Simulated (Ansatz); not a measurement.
## Ga in Ansatz: the effect of strain

Ga:

```
Ga
1.0
     1.45000   -4.06500    0.00000
     1.45000    4.06500    0.00000
     0.00000    0.00000    3.04320
Ga
2
Direct
  0.13300 0.86700 0.75000
  0.86700 0.13300 0.25000
```

This isn't the form of Ga at room conditions, which is orthorhombic.

Alike in all runs:

```yaml
Program: Ansatz 0.2.0
Task: band structure
Functional: PBE
Potentials_or_basis: Ansatz PAW
Cutoff: "420 eV (not typed: the program's choice for these potentials)"
k_mesh: 8 × 8 × 7
Occupations: fermi-dirac, width 0.05 eV
Spin: no spin polarisation
Kind_of_strain: uniaxial
Path: "[[\"G\", \"X\", \"S\", \"R\", \"A\", \"Z\", \"G\", \"Y\", \"X1\", \"A1\", \"T\", \"Y\"], [\"Z\", \"T\"]]"
Points_for_each_segment_of_the_path: 14
```

| strain | pressure (GPa) | largest force (eV/Å) |
| --- | --- | --- |
| -0.04 | 4.1 | 0.28 |
| -0.02 | 2.7 | 0.27 |
| -0.01 | 2.1 | 0.26 |
| 0 | ? | ? |
| 0.01 | 1.1 | 0.20 |
| 0.02 | 0.6 | 0.18 |
| 0.04 | -0.2 | 0.15 |

Task: What does the run with strain 0 give?

Result: Pressure 1.6 GPa; largest force 0.23 eV/Å.

Worked out: A parabola through the other rows of the pressure, of slope -53.3 GPa per unit of strain there, gives 1.6 GPa, against the run's 1.6. A parabola through the other rows of the largest force, of slope -1.81 eV/Å per unit of strain there, gives 0.23 eV/Å, against the run's 0.23.
